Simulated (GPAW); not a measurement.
# BeS (F-43m): dielectric function and energy loss, part 2 of 2

Wanted: optical spectrum and plasmon of BeS (F-43m), with cost.

GPAW 26.7.0; LDA and many-body steps on it, plane waves.

So far. Step 4 (ALDA response): The static value is 5.29. Step 5 (RPA response, local-field cutoff (10×10×10 mesh, 37 …): The static value is 5.03.

The database entry behind the starting cell differs from other determinations of this structure, so it need not match the best structure at room temperature.

### Step 6. RPA response, fewer bands (10×10×10 mesh, 6 bands, screening to 50 eV, broadening 0.2 eV)

Level of this step: linear response, RPA, on LDA, plane waves, PAW (GPAW).

run.py reads:

```python
import json
import numpy as np
from gpaw.mpi import world
from gpaw.response.df import DielectricFunction

df = DielectricFunction('full.gpw',
    ecut=50,
    nbands=6,
    eta=0.2,
    frequencies={'type': 'nonlinear', 'domega0': 0.05, 'omega2': 10.0},
    intraband=False,
    txt='df.txt')
res = {'optical': {}, 'eels': []}
for d in 'x':
    y0, y = df.get_dielectric_function(direction=d, xc='RPA', filename=None)
    res['optical'][d] = [y0.real, y0.imag, y.real, y.imag]
res['w'] = df.get_frequencies()
for q_c in []:
    res['eels'].append(df.get_eels_spectrum(q_c=q_c, xc='RPA', filename=None))

if world.rank == 0:
    with open('result.json', 'w') as f:
        json.dump(res, f, default=lambda x: x.tolist())
```

Launch:

```sh
mpirun -n 4 gpaw python run.py
```

What it wrote:

```text
Using integrator: PointIntegrator
NonLinearFrequencyDescriptor(from 0.000 to 22.515 eV, 234 points)
Nonperiodic BCs:  [False False False]
Using integrator: PointIntegrator
NonLinearFrequencyDescriptor(from 0.000 to 22.515 eV, 234 points)
Nonperiodic BCs:  [False False False]

Calculating chi0 body with:
    Ground state adapter containing:
    Number of spins: 1
    Number of kpoints: 1000
    Number of irreducible kpoints: 47
    Number of completely occupied states: 4
    Number of partially occupied states: 4
    Occupied states memory: 0.48828125 M / cpu

[...]
Ground state adapter containing:
    Number of spins: 1
    Number of kpoints: 1000
    Number of irreducible kpoints: 47
    Number of completely occupied states: 4
    Number of partially occupied states: 4
    Occupied states memory: 0.48828125 M / cpu

    Linear response parametrization:
    Number of frequency points: 234
    Planewave cutoff: 50.0
    Number of bands: 6
    Number of planewaves: 15
    Broadening (eta): 0.2
Integrating chi0 head and wings.

Symmetries of q_c:
    Direct symmetries (Uq -> q): 24
    Indirect symmetries (TUq -> q): 24
In total 48 allowed symmetries.

  [... matrices ...]
47 groups of equivalent kpoints. 95.3% reduction.

Integral kind: spectral function wings
```

It took 2.4 s on 4 MPI ranks of Arm Neoverse V2, shared host; peak memory 0.74 GiB; 9.1 s of CPU time.

This step gave:

- ε at zero frequency: 4.439
- the same without local fields: 4.823

### Step 7. RPA response, scissors (10×10×10 mesh, 37 bands, screening to 50 eV, broadening 0.2 eV)

run.py, as its differences from that of step 6:

```diff
@@ -7,3 +7,3 @@
     ecut=50,
-    nbands=6,
+    nbands=37,
     eta=0.2,
@@ -11,2 +11,3 @@
     intraband=False,
+    eshift=0.5,
     txt='df.txt')
```

Launch:

```sh
mpirun -n 4 gpaw python run.py
```

What it wrote:

```text
Using integrator: PointIntegrator
NonLinearFrequencyDescriptor(from 0.000 to 71.529 eV, 362 points)
Nonperiodic BCs:  [False False False]
Using integrator: PointIntegrator
NonLinearFrequencyDescriptor(from 0.000 to 71.529 eV, 362 points)
Nonperiodic BCs:  [False False False]

Calculating chi0 body with:
    Ground state adapter containing:
    Number of spins: 1
    Number of kpoints: 1000
    Number of irreducible kpoints: 47
    Number of completely occupied states: 4
    Number of partially occupied states: 4
    Occupied states memory: 0.48828125 M / cpu

[...]
Ground state adapter containing:
    Number of spins: 1
    Number of kpoints: 1000
    Number of irreducible kpoints: 47
    Number of completely occupied states: 4
    Number of partially occupied states: 4
    Occupied states memory: 0.48828125 M / cpu

    Linear response parametrization:
    Number of frequency points: 362
    Planewave cutoff: 50.0
    Number of bands: 37
    Number of planewaves: 15
    Broadening (eta): 0.2
Integrating chi0 head and wings.

Symmetries of q_c:
    Direct symmetries (Uq -> q): 24
    Indirect symmetries (TUq -> q): 24
In total 48 allowed symmetries.

  [... matrices ...]
47 groups of equivalent kpoints. 95.3% reduction.

Integral kind: spectral function wings
```

Wall time 2.8 s (4 MPI ranks); peak memory 0.74 GiB.

Numbers from this step:

```yaml
eps_at_zero_frequency: 4.892
the_same_without_local_fields: 5.545
```

The static value is 4.89.

### Step 8. RPA response, unknown integration mode (10×10×10 mesh, 37 bands, screening to 30 eV, broadening 0.2 eV)

run.py, as its differences from that of step 7:

```diff
@@ -6,3 +6,3 @@
 df = DielectricFunction('full.gpw',
-    ecut=50,
+    ecut=30,
     nbands=37,
@@ -11,3 +11,3 @@
     intraband=False,
-    eshift=0.5,
+    integrationmode='gaussian',
     txt='df.txt')
```

Launch:

```sh
mpirun -n 4 gpaw python run.py
```

What it wrote:

```text

--- the script ended with ---
ValueError: Integration mode "gaussian" not implemented.
```

The job ended after 12 s (4 MPI ranks; peak memory 0.55 GiB).

The run stopped with an error after 12 s.

The program's words: ValueError: Integration mode "gaussian" not implemented.

The fault put into this input: unknown integration mode.

### Step 9. The runs together

Times are wall times on 4 MPI ranks of Arm Neoverse V2, shared host, good to a factor of about two.

| run | ε(0) | without local fields | loss peak (eV) | time |
| --- | --- | --- | --- | --- |
| RPA response | 5.13 | 5.85 | - | 7 s |
| ALDA response | 5.29 | 5.85 | - | 3.4 s |
| RPA response, local-field cutoff (10×10×10 mesh, 37 bands, screening to 100 eV, broadening 0.2 eV) | 5.03 | 5.85 | - | 4 s |
| RPA response, fewer bands (10×10×10 mesh, 6 bands, screening to 50 eV, broadening 0.2 eV) | 4.44 | 4.82 | - | 2.4 s |
| RPA response, scissors (10×10×10 mesh, 37 bands, screening to 50 eV, broadening 0.2 eV) | 4.89 | 5.55 | - | 2.8 s |

### Step 10. Results

* RPA response: ε(0) 5.13
* ALDA response: ε(0) 5.29
* RPA response, local-field cutoff (10×10×10 mesh, 37 bands, screening to 100 eV, broadening 0.2 eV): ε(0) 5.03
* RPA response, fewer bands (10×10×10 mesh, 6 bands, screening to 50 eV, broadening 0.2 eV): ε(0) 4.44
* RPA response, scissors (10×10×10 mesh, 37 bands, screening to 50 eV, broadening 0.2 eV): ε(0) 4.89

In words: In the optical limit the electronic ε(0) is 5.13, against 5.85 without local fields. ALDA response: ε(0) = 5.29. RPA response, local-field cutoff (10×10×10 mesh, 37 bands, screening to 100 eV, broadening 0.2 eV): ε(0) = 5.03. RPA response, fewer bands (10×10×10 mesh, 6 bands, screening to 50 eV, broadening 0.2 eV): ε(0) = 4.44. RPA response, scissors (10×10×10 mesh, 37 bands, screening to 50 eV, broadening 0.2 eV): ε(0) = 4.89. ε(0) converges slowly with a Γ-centred mesh, and this one is not shown settled. Unless a shift is named, the levels are those of the density functional, and only a kernel with a long-range part can bind an exciton.

[Long decimals in the printed logs are rounded to 6 places.]

[Logs are printed without paths, hosts, clocks, repeated set-up lines and the standing remarks that a program may print on its own settings, such as how far it seeks lower states.]

[Paths, hosts, dates, memory and timing lines, banners, echoed tables and standing remarks are left out of the program output; an Ansatz launch command may be rebuilt from the run's recorded settings. Measured values are a selection of at most five: reports struck by readers or far from the other reports are left out. None is set beside runs whose start may be inverted or whose files or cutoffs have a known fault.]

[Runs of the session that timed out or met a known fault of the program may be left out.]

[Hosts, paths, dates, database ids (printed as entryN), source tags and the programs' standing remarks are cut or masked in the printed files.]

[Where the starting crystal was built by hand or by swapping elements, it need not be the compound's stable phase.]
